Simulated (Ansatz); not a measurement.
Runs of Ansatz 0.2.0 on KMgF3. The structure is cubic, space group Pm-3m (No. 221). Conventional cell: a = 3.986 Å, b = 3.986 Å, c = 3.986 Å, α = 90.00°, β = 90.00°, γ = 90.00°. Around K (site symmetry m-3m) lie 12 F at 2.82 Å. Mg (site symmetry m-3m) is surrounded by 6 F at 1.99 Å. Around F (site symmetry 4/mmm) lie 2 Mg at 1.99 Å. 

```tsv
task	level	cell	cutoff (eV)	points for each segment of the path	gap on the mesh (eV)	pressure (GPa)	relaxed volume (Å³/atom)
relaxation of cell and atoms	PBEsol	relaxed	420	-	7.15	0.0	12.71
relaxation of cell and atoms	LDA	relaxed	420	-	7.48	0.0	11.94
band structure	LDA	as given	420	14	7.02	(c)	-
band structure	r2SCAN	as given	500	14	(a)	-0.3	-
band structure	PBEsol	as given	420	14	7.18	(b)	-
```

Alike in all rows: potentials or basis Ansatz PAW; no spin polarisation; k mesh 7 × 7 × 7; smearing fermi-dirac 0.05 eV.

Task: Fill in the values left out.

Result: (a) 8.30; (b) 0.3; (c) -4.5.

Caveats: the PAW data sets come from PBE, with cores solved anew for the run's functional, which leaves a small shift of forces and pressure; odd divisions of the mesh miss points on the zone boundary, where band edges often lie, so the gap on the mesh can be too wide (some runs); the plane-wave basis is chosen anew once the cell has moved, so the energies of steps on either side of that aren't comparable (some runs).

A k mesh can miss the band edges.

Runs at the PBE level aren't shown here.
